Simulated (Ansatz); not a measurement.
Set up this calculation in Ansatz 0.2.0, as the native input.

```
Task                : single point
Functional          : PBE
Potentials or basis : Ansatz PAW
Cutoff              : 420 eV (not typed: the program's choice for these potentials)
k mesh              : 9 × 9 × 2
Occupations         : fermi-dirac, width 0.05 eV
Spin                : no spin polarisation
```

The system is Sc.

```xyz
6
Lattice="3.2464 0.0000 0.0000 -1.6232 2.8114 0.0000 0.0000 0.0000 16.3470" Properties=species:S:1:pos:R:3 pbc="T T T"
Sc    0.8441    1.4621   10.8980
Sc   -0.8441    1.4621   13.6225
Sc    0.7790    1.3493    2.7245
Sc   -0.7790    1.3493    5.4490
Sc    1.5581    0.0000    0.0000
Sc    1.6883    0.0000    8.1735
```

This isn't the form of Sc at room conditions, which is hcp.

One way to write it, as run:

input.yaml

```yaml
crystal:
  lattice:
    - [3.2463827195, 0.0, 0.0]
    - [-1.6231913597, 2.8114499055, 0.0]
    - [0.0, 0.0, 16.34697532]
  atoms:
    - { symbol: Sc, position: [0.52005544, 0.52005544, 0.6666666667] }
    - { symbol: Sc, position: [0.0, 0.52005544, 0.8333333333] }
    - { symbol: Sc, position: [0.47994456, 0.47994456, 0.1666666667] }
    - { symbol: Sc, position: [0.0, 0.47994456, 0.3333333333] }
    - { symbol: Sc, position: [0.47994456, 0.0, 0.0] }
    - { symbol: Sc, position: [0.52005544, 0.0, 0.5] }
hamiltonian:
  xc: pbe
  pseudopotentials: { kind: paw }
kpoints:
  mp_grid: { grid: [9, 9, 2] }
scf:
  occupations: { method: fermi_dirac, width: 0.05 }
output:
  forces: true
  stress: true
  eigenvalues: true
```

Potentials or basis: Ansatz PAW.

Launch:

```console
$ ansatz run input.yaml --threads 2 --pin off --max-ram 5120MiB --backend cpu --events-out ev --progress --plain --runs-dir out
```

It gave:

The pressure is -0.2 GPa and the largest force is 0.047 eV/Å. The band gap on the k mesh is none (metal or under the smearing width).

It took 5.2 s on 2 threads of Arm Neoverse V1, on a shared host, peak memory 0.41 GiB.
